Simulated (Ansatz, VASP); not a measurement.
## In in VASP and in Ansatz

Contents of INCAR:

```
SYSTEM = In
PREC     = Accurate       ! precision mode
ENCUT    = 520            ! plane-wave cutoff, eV
EDIFF    = 1E-6           ! SCF threshold, eV
ISMEAR   = -1             ! smearing method
SIGMA    = 0.05           ! smearing width, eV
LREAL    = .FALSE.        ! projectors in reciprocal space
LASPH    = .TRUE.         ! aspherical terms in the spheres
NELM     = 80             ! most SCF steps
ALGO     = Normal         ! electronic algorithm
ISIF     = 2              ! what is computed and relaxed
LWAVE    = .FALSE.        ! write WAVECAR
LCHARG   = .FALSE.        ! write CHGCAR
GGA      = PE             ! functional
NBANDS   = 20             ! bands
```

Contents of KPOINTS:

```
Automatic mesh
0
G
  8 8 8
  0 0 0
```

POSCAR

```
In
1.0
    0.0000000000      3.2520696876      3.2520696876
    3.2520696876      0.0000000000      3.2520696876
    3.2520696876      3.2520696876      0.0000000000
In
2
Direct
   -0.1700000000     -0.1100000000     -0.1100000000
    0.1700000000      0.1100000000      0.1100000000
```

Input for Ansatz:

```yaml
crystal:
  lattice:
    - [0.0, 3.2520696876, 3.2520696876]
    - [3.2520696876, 0.0, 3.2520696876]
    - [3.2520696876, 3.2520696876, 0.0]
  atoms:
    - { symbol: In, position: [-0.17, -0.11, -0.11] }
    - { symbol: In, position: [0.17, 0.11, 0.11] }
kpoints:
  mp_grid: { grid: [8, 8, 8] }
scf:
  occupations: { method: fermi_dirac, width: 0.05 }
hamiltonian:
  xc: pbe
  pseudopotentials: { kind: all_electron, lapw: { basis_error: 0.001 } }
output:
  forces: true
  stress: true
  eigenvalues: true
  populations: true
```

Change from the starting cell: shortest bond scaled by 0.88, LAPW.

Alike in both runs: task single point; functional PBE; k mesh 8 × 8 × 8; occupations fermi-dirac, width 0.05 eV; no spin polarisation.

|  | VASP | Ansatz |
| --- | --- | --- |
| version | VASP 6.6.1 | Ansatz 0.2.0 |
| potentials or method | VASP PAW PBE potentials, release 64 (In_d) | all-electron LAPW, scalar-relativistic |
| plane-wave cutoff (eV) | 520 | see its input |

```tsv
	VASP	Ansatz	Ansatz less VASP
pressure (GPa)	5.1	5.1	+0.02
largest component of the traceless stress (GPa)	6.08	6.06	-0.021
rms of the force components (eV/Å)	1.616	1.611	-0.0050
```

Atom by atom the forces differ by 0.005 eV/Å (rms over components). Ansatz ran all-electron here, so the differences hold the error of VASP's frozen core and of both bases.

Caveats: forces of over 1 eV/Å show positions far from the minimum, so gaps and moduli don't describe the material at rest.
